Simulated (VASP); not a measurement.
# GaAs (F-43m) in VASP: a series of runs

Runs on GaAs. Level: PBE. Tasks: single point, relaxation of cell and atoms.

Program: VASP 6.6.1. These are calculated values, not measurements. Logs are shortened: lines on timing, memory, paths and dates and some standing lists are left out, and cuts for length are marked.

**Experimental background.**

From “Evidence of valence band perturbations in GaAsN/GaAs(001): A combined variable-angle spectroscopic ellipsometry and modulated photoreflectance investigation”, 2008, arxiv:0805.2212, for a bulk crystal of GaAs at 300 K: band gap 1.412 ± 0.01 eV (direct); band gap 1.418 ± 0.005 eV (direct).

The results are compared with them further down.

### 1 The crystal as given

Symmetry: F-43m, No. 216, cubic system. The conventional cell has a = 5.745 Å, b = 5.745 Å, c = 5.745 Å, α = 90.00°, β = 90.00°, γ = 90.00°. Ga (site symmetry -43m) has 4 As at 2.49 Å as nearest neighbours. Around As (site symmetry -43m) lie 4 Ga at 2.49 Å.

### 2 Single point, PBE

Contents of INCAR:

```
SYSTEM = GaAs
  PREC = Accurate
  ENCUT = 520
  EDIFF = 1E-7
  ISMEAR = 0
  SIGMA = 0.01
  LREAL = .FALSE.
  LASPH = .TRUE.
  NELM = 100
  ALGO = Fast
  ISIF = 2
  LWAVE = .FALSE.
  LCHARG = .TRUE.
  GGA = PE
  LELF = .TRUE.
  LVHAR = .TRUE.
  NBANDS = 16
```

Contents of KPOINTS:

```
regular mesh
0
G
  12 12 12
  0 0 0
```

Contents of POSCAR:

```
GaAs
1.0
    0.0000000000      2.8726649002      2.8726649002
    2.8726649002      0.0000000000      2.8726649002
    2.8726649002      2.8726649002      0.0000000000
Ga As
1 1
Direct
    0.0000000000      0.0000000000      0.0000000000
    0.2500000000      0.2500000000      0.2500000000
```

Potentials or basis: VASP PAW PBE potentials, release 64 (Ga_d, As).

On the command line:

```console
cat potpaw_PBE.64/Ga_d/POTCAR potpaw_PBE.64/As/POTCAR > POTCAR
mpirun -np 1 vasp_std > vasp.out
```

OUTCAR:

```text
SYSTEM = GaAs
   PREC = Accurate
   ENCUT = 520
   EDIFF = 1E-7
   ISMEAR = 0
   LREAL = .FALSE.
   LASPH = .TRUE.
   NELM = 100
   ISIF = 2
   GGA = PE

 ion  position               nearest neighbor table
   1  0.000  0.000  0.000-   2 2.49   2 2.49   2 2.49   2 2.49
   2  0.250  0.250  0.250-   1 2.49   1 2.49   1 2.49   1 2.49

  LATTYP: Found a face centered cubic cell.
 ALAT       =     5.7453298004

  Lattice vectors:

 A1 = (   0.0000000000,   2.8726649002,   2.8726649002)
 A2 = (   2.8726649002,   0.0000000000,   2.8726649002)
 A3 = (   2.8726649002,   2.8726649002,   0.0000000000)

Analysis of symmetry for initial positions (statically):
=====================================================================
 Subroutine PRICEL returns:
 Original cell was already a primitive cell.

 Routine SETGRP: Setting up the symmetry group for a
 face centered cubic supercell.

 Subroutine GETGRP returns: Found 24 space group operations
 (whereof 24 operations were pure point group operations)
 out of a pool of 48 trial point group operations.

The static configuration has the point symmetry T_d .

Analysis of symmetry for dynamics (positions and initial velocities):
=====================================================================
 Subroutine PRICEL returns:
 Original cell was already a primitive cell.

 Routine SETGRP: Setting up the symmetry group for a
 face centered cubic supercell.

 Subroutine GETGRP returns: Found 24 space group operations
 (whereof 24 operations were pure point group operations)
 out of a pool of 48 trial point group operations.

The dynamic configuration has the point symmetry T_d .

 Subroutine INISYM returns: Found 24 space group operations
 (whereof 24 operations are pure point group operations),
 and found     1 'primitive' translations

----------------------------------------------------------------------------------------

                                     Primitive cell

  volume of cell :      47.4116

  direct lattice vectors                    reciprocal lattice vectors
     0.000000000  2.872664900  2.872664900    -0.174054412  0.174054412  0.174054412
     2.872664900  0.000000000  2.872664900     0.174054412 -0.174054412  0.174054412
     2.872664900  2.872664900  0.000000000     0.174054412  0.174054412 -0.174054412

  length of vectors
     4.062561662  4.062561662  4.062561662     0.301471085  0.301471085  0.301471085

  position of ions in fractional coordinates (direct lattice)
     0.000000000  0.000000000  0.000000000
     0.250000000  0.250000000  0.250000000

  ion indices of the primitive-cell ions
   primitive index   ion index
                 1           1
                 2           2

----------------------------------------------------------------------------------------

 KPOINTS: regular mesh

Automatic generation of k-mesh.
 Grid dimensions read from file:
 generate k-points for:   12   12   12

 Generating k-lattice:

  Cartesian coordinates                     Fractional coordinates (reciprocal lattice)
    -0.014504534  0.014504534  0.014504534     0.083333333  0.000000000  0.000000000
     0.014504534 -0.014504534  0.014504534     0.000000000  0.083333333  0.000000000
     0.014504534  0.014504534 -0.014504534     0.000000000  0.000000000  0.083333333

  Length of vectors
     0.025122590  0.025122590  0.025122590

  Shift w.r.t. Gamma in fractional coordinates (k-lattice)
     0.000000000  0.000000000  0.000000000

 Subroutine IBZKPT returns following result:
 ===========================================

 Found     72 irreducible k-points:

 Following reciprocal coordinates:
            Coordinates               Weight
  0.000000  0.000000  0.000000      1.000000
  0.083333  0.000000  0.000000      8.000000
  0.166667  0.000000  0.000000      8.000000
  0.250000  0.000000  0.000000      8.000000
  0.333333  0.000000  0.000000      8.000000
  0.416667  0.000000  0.000000      8.000000
[... 16 lines left out ...]
  0.500000  0.166667  0.000000     24.000000
 -0.416667  0.166667  0.000000     24.000000
 [... further k-points ...]
   k-points           NKPTS =     72   k-points in BZ     NKDIM =     72   number of bands    NBANDS=     16
   number of dos      NEDOS =    301   number of ions     NIONS =      2
   total plane-waves  NPLWV =  27000
   dimension x,y,z NGX =    30 NGY =   30 NGZ =   30
   dimension x,y,z NGXF=    60 NGYF=   60 NGZF=   60
   ions per type =               1   1
   NGX,Y,Z   is equivalent  to a cutoff of  12.28, 12.28, 12.28 a.u.
   NGXF,Y,Z  is equivalent  to a cutoff of  24.55, 24.55, 24.55 a.u.
 SYSTEM =  GaAs
   PREC   = accura    normal or accurate (medium, high low for compatibility)
   ISTART =      0    job   : 0-new  1-cont  2-samecut
   ICHARG =      2    charge: 1-file 2-atom 10-const
   ISPIN  =      1    spin polarized calculation?
   LNONCOLLINEAR =      F non collinear calculations
   LSORBIT =      F    spin-orbit coupling
   LASPH  =      T    aspherical Exc in radial PAW
   ENCUT  =  520.0 eV  38.22 Ry    6.18 a.u.   7.55  7.55  7.55*2*pi/ulx,y,z
   NELM   =    100;   NELMIN=  2; NELMDL= -5     # of ELM steps
   EDIFF  = 0.1E-06   stopping-criterion for ELM
   LREAL  =      F    real-space projection
   EDIFFG = 0.1E-05   stopping-criterion for IOM
   NSW    =      0    number of steps for IOM
   IBRION =     -1    ionic relax: 0-MD 1-quasi-New 2-CG
   NFREE  =      0    steps in history (QN), initial steepest desc. (CG)
   ISIF   =      2    stress and relaxation
   ISYM   =      2    0-nonsym 1-usesym 2-fastsym
   POTIM  = 0.5000    time-step for ionic-motion
   TEBEG  =    0.0;   TEEND  =   0.0 temperature during run
   PSTRESS=    0.0 pullay stress
   NELECT =      18.0000    total number of electrons
   NUPDOWN=      -1.0000    fix difference up-down
   EMIN   =  10.00;   EMAX   =-10.00  energy-range for DOS
   EFERMI =   0.00;   METHOD = LEGACY
   ISMEAR =     0;   SIGMA  =   0.01  broadening in eV -4-tet -1-fermi 0-gaus
   EFERMI_NEDOS =   21; number of points for ismear=-14 and -15
   IALGO  =     68    algorithm
   IMIX   =      4    mixing-type and parameters
     AMIX     =   0.40;   BMIX     =  1.00
     AMIX_MAG =   1.60;   BMIX_MAG =  1.00
  volume/ion in A,a.u.               =      23.71       159.97
  Fermi-wavevector in a.u.,A,eV,Ry     =   1.185416  2.240111 19.119050  1.405211
  Thomas-Fermi vector in A             =   2.321610
   LORBIT       =      0    0 simple, 1 ext, 2 COOP (PROOUT), +10 PAW based schemes
   GGA     = PE    functional components
   LHFCALC =     F    Hartree Fock is set to
   AEXX    =    0.0000 exact exchange contribution
   IVDW    =     0    specifies the selected vdW correction
   LEPSILON=     F    determine dielectric tensor
   LRPA    =     F    only Hartree local field effects (RPA)
 non-spin polarized calculation
 RMM-DIIS sequential band-by-band and
 Gauss-broadening in eV      SIGMA  =   0.01
  energy-cutoff  :      520.00
  volume of cell :       47.41
 maximum number of plane-waves:      1303
   NGX = 15   NGY = 15   NGZ = 15

 number of electron      17.9999987 magnetization

 Free energy of the ion-electron system (eV)
  ---------------------------------------------------
  ext. energy  EPLUGINS =         0.00000000
  ---------------------------------------------------
  free energy    TOTEN  =        -8.27627136 eV

  energy without entropy =       -8.27627136  energy(sigma->0) =       -8.27627136

 E-fermi :   3.5630     XC(G=0):  -9.3730

 val. band max:        3.4893868733   @ k =   0.0000   0.0000   0.0000
 cond. band min:       3.6530179574   @ k =   0.0000   0.0000   0.0000
 fundamental gap:      0.1636310841
 Fermi energy:         3.5630246474

 k-point     1 :       0.0000    0.0000    0.0000
  band No.  band energies     occupation
      1     -11.2362      2.00000
      2     -11.2362      2.00000
      3     -11.2362      2.00000
      4     -11.1681      2.00000
      5     -11.1681      2.00000
      6      -8.9004      2.00000
[... 8 lines left out ...]
     15      13.4932      0.00000
     16      13.4933      0.00000

 k-point     2 :       0.0833    0.0000    0.0000
  band No.  band energies     occupation
      1     -11.2411      2.00000
      2     -11.2348      2.00000
      3     -11.2348      2.00000
      4     -11.1682      2.00000
      5     -11.1682      2.00000
      6      -8.8243      2.00000
[... 8 lines left out ...]
     15      12.9922      0.00000
     16      12.9922      0.00000

 k-point     3 :       0.1667    0.0000    0.0000
  band No.  band energies     occupation
      1     -11.2540      2.00000
      2     -11.2312      2.00000
      3     -11.2312      2.00000
      4     -11.1682      2.00000
      5     -11.1682      2.00000
      6      -8.6025      2.00000
[... 8 lines left out ...]
     15      12.4700      0.00000
     16      12.4700      0.00000

 k-point     4 :       0.2500    0.0000    0.0000
  band No.  band energies     occupation
      1     -11.2706      2.00000
      2     -11.2267      2.00000
      3     -11.2267      2.00000
      4     -11.1678      2.00000
      5     -11.1678      2.00000
      6      -8.2574      2.00000
[... 8 lines left out ...]
     15      12.4447      0.00000
     16      12.4447      0.00000
[... 324 lines left out ...]
 k-point    22 :       0.4167    0.1667    0.0000
  band No.  band energies     occupation
      1     -11.2997      2.00000
      2     -11.2169      2.00000
      3     -11.2139      2.00000
      4     -11.1735      2.00000
      5     -11.1629      2.00000
      6      -7.4751      2.00000
[... 8 lines left out ...]
     15      14.1895      0.00000
     16      15.0663      0.00000

 k-point    23 :       0.5000    0.1667    0.0000
  band No.  band energies     occupation
      1     -11.3053      2.00000
      2     -11.2162      2.00000
      3     -11.2129      2.00000
      4     -11.1711      2.00000
      5     -11.1636      2.00000
      6      -7.1571      2.00000
[... 8 lines left out ...]
     15      14.7632      0.00000
     16      15.1501      0.00000

 k-point    24 :      -0.4167    0.1667    0.0000
  band No.  band energies     occupation
      1     -11.3053      2.00000
      2     -11.2164      2.00000
      3     -11.2136      2.00000
      4     -11.1686      2.00000
      5     -11.1657      2.00000
      6      -7.1065      2.00000
[... 8 lines left out ...]
     15      13.7050      0.00000
     16      14.4115      0.00000

 [... further k-points ...]

------------------------ aborting loop because EDIFF is reached ----------------------------------------

  FORCE on cell =-STRESS in cart. coord.  units (eV):
  Direction    XX          YY          ZZ          XY          YZ          ZX
  --------------------------------------------------------------------------------------
  -------------------------------------------------------------------------------------
  Total        0.0480472      0.0480472      0.0480472     -0.0000000      0.0000000      0.0000000
  in kB        1.6236535      1.6236535      1.6236535     -0.0000000      0.0000000      0.0000000
  external PRESSURE =       1.6236535 kB  Pullay stress =       0.0000000 kB

 VOLUME and BASIS-vectors are now :
 -----------------------------------------------------------------------------
  energy-cutoff  :      520.00
  volume of cell :       47.41
      direct lattice vectors                 reciprocal lattice vectors
     0.000000000  2.872664900  2.872664900    -0.174054412  0.174054412  0.174054412
     2.872664900  0.000000000  2.872664900     0.174054412 -0.174054412  0.174054412
     2.872664900  2.872664900  0.000000000     0.174054412  0.174054412 -0.174054412

 POSITION                                       TOTAL-FORCE (eV/Angst)
 -----------------------------------------------------------------------------------
      0.00000      0.00000      0.00000        -0.000000     -0.000000     -0.000000
      1.43633      1.43633      1.43633         0.000000      0.000000      0.000000
 -----------------------------------------------------------------------------------
    total drift:                                0.000002      0.000002      0.000002

  FREE ENERGIE OF THE ION-ELECTRON SYSTEM (eV)
  ---------------------------------------------------
  free  energy   TOTEN  =        -8.2762713636 eV

  energy  without entropy=       -8.2762713636  energy(sigma->0) =       -8.27627136
```

Wall time 29 s (1 thread of Intel Xeon 6975P-C (Granite Rapids), shared host); peak memory 0.2 GiB.

Results:

| Quantity | Value |
| --- | --- |
| Free energy | -8.2763 eV |
| Pressure | 0.2 GPa |
| Band gap on the k mesh | 0.16 eV, direct |

### 3 Relaxation of cell and atoms, PBE

This run uses another cell than the first one, of 23.40 Å³/atom, 0.987 times its volume.

Contents of INCAR:

```
ALGO     = Normal         # electronic algorithm
EDIFF    = 1E-6           # SCF threshold, eV
EDIFFG   = -0.005         # ionic threshold
ENCUT    = 600            # plane-wave cutoff, eV
GGA      = PE             # functional
IBRION   = 2              # ionic algorithm
ISIF     = 3              # what is computed and relaxed
ISMEAR   = 0              # smearing method
LASPH    = T              # aspherical terms in the spheres
LCHARG   = F              # write CHGCAR
LREAL    = F              # projectors in reciprocal space
LWAVE    = F              # write WAVECAR
NELM     = 100            # most SCF steps
NSW      = 100            # ionic steps
PREC     = Accurate       # precision mode
SIGMA    = 0.01           # smearing width, eV
```

Contents of KPOINTS:

```
k-points
0
Gamma
  12 12 12
```

Contents of POSCAR:

```
GaAs
1.0
    0.0000000000      2.8602147089      2.8602147089
    2.8602147089      0.0000000000      2.8602147089
    2.8602147089      2.8602147089      0.0000000000
Ga As
1 1
Direct
    0.0000000000      0.0000000000      0.0000000000
    0.2500000000      0.2500000000      0.2500000000
```

Potentials or basis: VASP PAW PBE potentials, release 64 (Ga_d, As).

On the command line:

```console
cat potpaw_PBE.64/Ga_d/POTCAR potpaw_PBE.64/As/POTCAR > POTCAR
mpirun -np 1 vasp_std > vasp.out
```

Wall time 32 s (1 thread of Intel Xeon 6975P-C (Granite Rapids), shared host); peak memory 0.22 GiB.

The run converged. Its results:

| Quantity | Value |
| --- | --- |
| Free energy | -8.2761 eV |
| Relaxed volume | 23.77 Å³/atom |
| Relaxed cell | a = 4.066 Å, b = 4.066 Å, c = 4.066 Å, α = 60.00°, β = 60.00°, γ = 60.00° |
| Space group after relaxing (to 0.05 Å) | F-43m (No. 216) |
| Energy gained by relaxing | 1.1 meV/atom |
| Ionic steps | 3 |
| Pressure after relaxing | 0.0 GPa |
| Band gap on the k mesh | 0.14 eV, direct |

Step by step:
```tsv
step	energy change (eV)	largest force (eV/Å)	pressure (GPa)	volume (Å³)
1	0.0000	0.0000	0.96	46.80
2	-0.0020	0.0000	-0.23	47.76
3	-0.0022	0.0000	0.01	47.54
```

Final structure:
```cif
data_structure
_symmetry_space_group_name_H-M 'P 1'
_symmetry_Int_Tables_number 1
_cell_length_a 4.0663
_cell_length_b 4.0663
_cell_length_c 4.0663
_cell_angle_alpha 60.000
_cell_angle_beta 60.000
_cell_angle_gamma 60.000
_cell_volume 47.54
loop_
_atom_site_label
_atom_site_type_symbol
_atom_site_fract_x
_atom_site_fract_y
_atom_site_fract_z
_atom_site_occupancy
Ga1 Ga 0.00000 0.00000 0.00000 1
As1 As 0.25000 0.25000 0.25000 1
```

Levels at points of the mesh, in eV from the valence-band top:
| k point | band 5 | band 6 | band 7 | band 8 | band 9 | band 10 | band 11 | band 12 | band 13 |
| --- | --- | --- | --- | --- | --- | --- | --- | --- | --- |
| (0.00, 0.00, 0.00) | -14.65 | -12.37 | 0.00 | 0.00 | 0.00 | 0.14 | 3.72 | 3.72 | 3.72 |
| (0.50, 0.00, 0.00) | -14.65 | -10.76 | -6.37 | -1.07 | -1.07 | 0.86 | 4.62 | 4.62 | 7.70 |
| (0.50, 0.50, 0.00) | -14.64 | -10.09 | -6.59 | -2.50 | -2.50 | 1.56 | 1.68 | 9.77 | 9.77 |

PBE usually gives volumes a little too large and moduli too small. Zero-point motion and thermal expansion aren't in these numbers.

[end of part 1 of 2]
